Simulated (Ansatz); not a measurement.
## C under changes of volume

One of the cells (5.672 Å³/atom); the others are scaled copies at fixed shape and fractional positions:

```
C
1.0
     0.00000    1.78337    1.78337
     1.78337    0.00000    1.78337
     1.78337    1.78337    0.00000
C
2
Direct
  0.75000 0.75000 0.75000
  0.50000 0.50000 0.50000
```

This isn't the form of C at room conditions, which is graphite.

```yaml
Program: Ansatz 0.2.0
Functional: rPW86-PBE
Potentials_or_basis: Ansatz PAW
Cutoff: "420 eV (not typed: the program's choice for these potentials)"
k_mesh: 13 × 13 × 13
Occupations: fermi-dirac, width 0.05 eV
Spin: no spin polarisation
```

```tsv
volume (Å³/atom)	energy over the lowest point (meV/atom)	pressure (GPa)	gap on the mesh (eV)
5.332	?	?	?
5.445	29.14	28.5	4.52
5.558	12.71	18.2	4.48
5.672	3.16	8.8	4.43
5.785	0.00	0.3	4.38
5.899	2.61	-7.5	4.34
6.012	10.52	-14.6	4.29
```

Task: What does the run at 5.332 Å³/atom give?

Result: Energy over the lowest point 53.26 meV/atom; pressure 39.8 GPa; gap on the mesh 4.58 eV.

Worked out: A Birch-Murnaghan fit of order 3 (a polynomial in V^(-2/3)) to the other rows has its minimum at 5.79 Å³/atom with B0 = V·E''(V) = 416 GPa and B' = 3.6. It gives 53.11 meV/atom at 5.332 Å³/atom, against the run's 53.26, and -dE/dV = 39.7 GPa, against 39.8. A straight line through the other rows of the gap, of slope -2.33 eV per unit of ln V, extrapolates to 4.57 eV, against the run's 4.58.

Energies are extrapolated to zero smearing.

Caveats: odd divisions of the mesh miss points on the zone boundary, where band edges often lie, so the gap on the mesh can be too wide; the PAW data sets come from PBE, with cores solved anew for the run's functional, which leaves a small shift of forces and pressure.

A mesh can miss the band edges.
